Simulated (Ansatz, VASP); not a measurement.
# K: VASP beside Ansatz

INCAR

```
SYSTEM = K
PREC     = Accurate       ! precision mode
ENCUT    = 520            ! plane-wave cutoff, eV
EDIFF    = 1E-7           ! SCF threshold, eV
ISMEAR   = 0              ! smearing method
SIGMA    = 0.1            ! smearing width, eV
LREAL    = .FALSE.        ! projectors in reciprocal space
LASPH    = .TRUE.         ! aspherical terms in the spheres
NELM     = 100            ! most SCF steps
ALGO     = Normal         ! electronic algorithm
ISIF     = 2              ! what is computed and relaxed
LWAVE    = .FALSE.        ! write WAVECAR
LCHARG   = .FALSE.        ! write CHGCAR
GGA      = PS             ! functional
NBANDS   = 10             ! bands
```

KPOINTS

```
regular mesh
0
G
  12 12 12
  0 0 0
```

POSCAR

```
K
1.0
   -2.6383680190      2.6383680190      2.6383680190
    2.6383680190     -2.6383680190      2.6383680190
    2.6383680190      2.6383680190     -2.6383680190
K
1
Direct
    0.0000000000      0.0000000000      0.0000000000
```

Input for Ansatz:

```yaml
crystal:
  lattice:
    - [-2.638368019, 2.638368019, 2.638368019]
    - [2.638368019, -2.638368019, 2.638368019]
    - [2.638368019, 2.638368019, -2.638368019]
  atoms:
    - { symbol: K, position: [0.0, 0.0, 0.0] }
basis:
  ecutwfc: 420
kpoints:
  mp_grid: { grid: [12, 12, 12] }
hamiltonian:
  xc: pbesol
scf:
  occupations: { method: gaussian, width: 0.1 }
output:
  forces: true
  stress: true
  eigenvalues: true
```

Alike in both runs: task single point; functional PBEsol; k mesh 12 × 12 × 12; occupations gaussian, width 0.1 eV; no spin polarisation.

```csv
,VASP,Ansatz
version,VASP 6.6.1,Ansatz 0.2.0
potentials or method,"VASP PAW PBE potentials, release 64 (K_sv)","scalar-relativistic, plane waves, PAW"
plane-wave cutoff (eV),520,420
valence electrons in the cell,9,9
```

```csv
,VASP,Ansatz,Ansatz less VASP
gap on the k mesh at the Fermi level (eV),none,none,-
pressure (GPa),-0.1,-0.1,+0.01
```

A gap of «none» marks a metal or a gap that the smearing closes.

Caveats: the PAW data sets were made with another functional, which shifts forces and pressure a little (VASP).
